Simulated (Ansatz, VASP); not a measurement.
## One calculation of ZrC, two programs

```
Zr C
1.0
     0.00000    2.30875    2.30875
     2.30875    0.00000    2.30875
     2.30875    2.30875    0.00000
Zr C
1 1
Direct
  0.50000 0.50000 0.50000
  0.00000 0.00000 0.00000
```

Alike in both runs: functional LDA; k mesh 10 × 10 × 10; occupations fermi-dirac, width 0.1 eV; no spin polarisation.

Ansatz relaxed the structure, and its values are those at the end. VASP's run is a single point on that final structure, the one shown.

```csv
,VASP,Ansatz
version,VASP 6.6.1,Ansatz 0.2.0
potentials or method,"VASP PAW LDA potentials, release 64 (Zr_sv, C)","plane waves, PAW"
plane-wave cutoff (eV),520,510
valence electrons in the cell,16,16
```

```csv
,VASP,Ansatz,Ansatz less VASP
pressure (GPa),4.7,4.0,-0.67
```
